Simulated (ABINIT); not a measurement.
Runs of ABINIT 10.8.3 (patched build) on O. It takes space group C2/m (No. 12, monoclinic). Conventional cell: a = 5.703 Å, b = 3.325 Å, c = 4.363 Å, α = 90.00°, β = 123.29°, γ = 90.00°. O (site symmetry m) has 1 O at 1.22 Å as nearest neighbours. 

```tsv
task	level	potentials or basis	k mesh	cutoff (eV)	bands in the sums	broadening (eV)	scissor shift (eV)	tensor components	gap on the mesh (eV)	pressure (GPa)	largest force (eV/Å)
single point	LDA	PseudoDojo NC SR LDA v0.4 stringent	8 × 8 × 5	1143	-	-	-	-	none	-6.6	1.36
single point	PBEsol	PseudoDojo NC SR PBEsol v0.4.1 standard	8 × 8 × 5	980	-	-	-	-	none	-5.0	0.98
optical spectrum	PBEsol	PseudoDojo NC SR PBEsol v0.4.1 standard	12 × 12 × 8	980	12	0.2	0	11 × 22 × 33	none	-5.0	0.98
single point	LDA	PseudoDojo NC SR LDA v0.4.1 standard	8 × 8 × 5	1143	-	-	-	-	none	(a)	1.44
```

Alike in all rows: no spin polarisation; cell as given; smearing fermi-dirac 0.05 eV.

**Question.** Estimate the missing entries.

**Answer.** (a) -6.5.

Caveats: spin is off for a triplet molecule; forces of over 1 eV/Å show positions far from the minimum, so gaps and moduli don't describe the material at rest (some runs); the cutoff is short for stress, so the pressure is rough (some runs); the intraband (Drude) term is left out (some runs); spectra need much finer meshes, so this one isn't converged (some runs); independent-particle spectra lack excitons (some runs).

A gap of «none» marks a metal or a gap under the smearing width.
